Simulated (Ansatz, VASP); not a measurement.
Zr3H in VASP and in Ansatz

```
Zr H
1.0
     5.36978    0.00000    0.00000
     0.00000    5.36978    0.00000
     0.00000    0.00000    5.36978
Zr H
6 2
Direct
  0.25000 0.00000 0.50000
  0.75000 0.00000 0.50000
  0.00000 0.50000 0.25000
  0.00000 0.50000 0.75000
  0.50000 0.75000 0.00000
  0.50000 0.25000 0.00000
  0.00000 0.00000 0.00000
  0.50000 0.50000 0.50000
```

Change from the starting cell: species swapped into the Nb3Rh type (Pm-3n, No. 223).

Alike in both runs: functional PBE; k mesh 4 × 4 × 4; occupations gaussian, width 0.1 eV; no spin polarisation.

Ansatz relaxed the structure, and its values are those at the end. VASP's run is a single point on that final structure, the one shown.

```csv
,VASP,Ansatz
version,VASP 6.6.1,Ansatz 0.2.0
potentials or method,"VASP PAW PBE potentials, release 64 (Zr_sv, H)","scalar-relativistic, plane waves, PAW"
plane-wave cutoff (eV),520,420
valence electrons in the cell,74,74
```

|  | VASP | Ansatz | Ansatz less VASP |
| --- | --- | --- | --- |
| gap on the k mesh at the Fermi level (eV) | none | none | - |
| pressure (GPa) | 0.1 | 0.0 | -0.03 |

A gap of «none» marks a metal or a gap that the smearing closes.
